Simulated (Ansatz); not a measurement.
# Stiffness of SrCl$_{2}$ from strained cells

```xyz
3
Lattice="0.0000 3.4855 3.4855 3.4855 0.0000 3.4855 3.4855 3.4855 0.0000" Properties=species:S:1:pos:R:3 pbc="T T T"
Sr    0.0000    0.0000    0.0000
Cl    1.7428    1.7428    1.7428
Cl    5.2283    5.2283    5.2283
```

Atom numbers follow the list: Sr1, Cl2, Cl3.

The cell comes from COD entry 1541509, which wasn't checked; take it as a given geometry.

Level of theory: DFT, LDA, all-electron LAPW, scalar-relativistic in Ansatz 0.2.0.

Sampling and basis: a Γ-centred 8×8×8 k mesh, Fermi–Dirac smearing of 0.01 eV, basis error target 1 meV/atom, no spin polarisation.

The unstrained cell is at -2.77 GPa. Large strains and very small stresses are left out. Each strain is applied once, with fractional coordinates held (clamped ions), and σ below is the change of stress, positive in tension. One finite strain gives stress–strain coefficients at this pressure with an error of the order of the strain times third-order constants, a few per cent for each per cent of strain.

(1) With equal xy, yz and zx engineering shear strains of -1 %, the run gives σxy = -0.14 GPa and γxy = 2εxy = -0.0100. Which stiffness follows?

(2) Estimate the stiffness probed by this change, and the stress that it gives: equal xy, yz and zx engineering shear strains of +1 %.

(3) The two estimates of C44 (clamped ions) differ. Why, and which value is best?

Results:

(1) C44 (clamped ions) = σxy/γxy = 14 GPa.

(2) σxy = 0.12 GPa and γxy = 2εxy = 0.0100, so C44 (clamped ions) = σxy/γxy = 12 GPa.

(3) Finite strains add third-order terms, which change sign with the strain; interpolating the two linearly to zero strain gives 13 GPa, the better value.
